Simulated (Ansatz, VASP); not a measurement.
## ZnS in VASP and in Ansatz

```xyz
2
Lattice="0.0000 2.7577 2.7577 2.7577 0.0000 2.7577 2.7577 2.7577 0.0000" Properties=species:S:1:pos:R:3 pbc="T T T"
Zn    0.0000    0.0000    0.0000
S     4.1365    4.1365    4.1365
```

Change from the starting cell: volume scaled by 1.06.

Alike in both runs: task single point; functional PBE; k mesh 8 × 8 × 8; occupations fermi-dirac, width 0.01 eV; no spin polarisation.

|  | VASP | Ansatz |
| --- | --- | --- |
| version | VASP 6.6.1 | Ansatz 0.2.0 |
| potentials or method | VASP PAW PBE potentials, release 64 (Zn, S), cutoff 520 eV | all-electron LAPW, scalar-relativistic |

Ansatz gave:

| Property | Result |
| --- | --- |
| gap on the k mesh at the Fermi level (eV) | 1.85 |
| pressure (GPa) | -2.5 |

Q: Which values does VASP return?

A: gap on the k mesh at the Fermi level (eV): 1.85; pressure (GPa): -2.4.

Ansatz ran all-electron here, so the differences hold the error of VASP's frozen core and of both bases.
